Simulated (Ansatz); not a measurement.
Data:

BeO:
Space group P6₃mc (No. 186); a = b = 2.693 Å, c = 4.373 Å, α = β = 90.00°, γ = 120.00°

| atom | site | symmetry | x | y | z |
|---|---|---|---|---|---|
| Be | 2b | 3m. | 0.6667 | 0.3333 | 0.4999 |
| O | 2b | 3m. | 0.3333 | 0.6667 | 0.3776 |

This is the PBEsol-relaxed structure.

Problem. All from PBEsol (plane waves, PAW; program Ansatz), unless another level is named. Estimate the band gap.

Solution. 7.51 eV (direct).

Problem. And the formation energy from the elements (no fitted shifts)?

Solution. -2.78 eV/atom.

Problem. Give the hole effective mass.

Solution. 0.38, 3.4, 3.4 mₑ (principal values).

Problem. What about the electron effective mass?

Solution. 0.54, 0.61, 0.61 mₑ (principal values).

Problem. Give the valence-band maximum.

Solution. at Γ.

Space group P6_3mc (wurtzite). The cell was relaxed with PBEsol under the symmetry of its start. The references are the lowest solids computed at this level, not always the standard phases (solids in place of the gases).

Potentials: the earlier of the program's two PAW sets. The files were generated under PBE; for other functionals the program regenerates the frozen cores, and for LDA and PBEsol the local potential too.
